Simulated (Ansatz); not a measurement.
# Nb (hcp type): the cost of one run

Method: DFT, PBE, all-electron LAPW, scalar-relativistic, in Ansatz 0.2.0.

**1. The structure to begin with**

The structure is hexagonal, space group P6_3/mmc (No. 194). Conventional cell: a = 2.868 Å, b = 2.868 Å, c = 5.244 Å, α = 90.00°, β = 90.00°, γ = 120.00°. Around Nb (site symmetry -6m2) lie 12 Nb at 2.87 to 3.10 Å.

As a file:

```
CELL_PARAMETERS angstrom
-1.43420 2.48410 0.00000
0.00000 0.00000 5.24351
4.30260 2.48410 0.00000
ATOMIC_POSITIONS crystal
Nb 0.50000 0.25000 0.16667
Nb 0.00000 0.25000 0.66667
Nb 0.00000 0.75000 0.33333
Nb 0.50000 0.75000 0.83333
```

Atoms are numbered in the order of the input: Nb1, Nb2, Nb3, Nb4.

**2. Bulk in the slab's orientation, LAPW**

Input file input.yaml:

```yaml
crystal:
  lattice:
    - [-1.4341984283, 2.4841045459, 0.0]
    - [0.0, 0.0, 5.2435111144]
    - [4.3025952849, 2.4841045459, 0.0]
  atoms:
    - { symbol: Nb, position: [0.5, 0.25, 0.166666667] }
    - { symbol: Nb, position: [0.0, 0.25, 0.666666667] }
    - { symbol: Nb, position: [0.0, 0.75, 0.333333333] }
    - { symbol: Nb, position: [0.5, 0.75, 0.833333333] }
kpoints:
  mp_grid: { grid: [13, 7, 8] }
scf:
  occupations: { method: fermi_dirac, width: 0.08 }
hamiltonian:
  xc: pbe
  pseudopotentials: { kind: all_electron, lapw: { basis_error: 0.001 } }
output:
  forces: true
  stress: true
  eigenvalues: true
```

The run is started by

```
$ ansatz run input.yaml --threads 1 --pin off --max-ram 3584MiB --backend cpu --events-out ev --progress --plain --runs-dir out
```

**Question.** How long does this run take on 1 thread of Arm Neoverse V1, shared host, and how much memory does it need?

About 2.7 min, with a peak of 1.2 GiB.
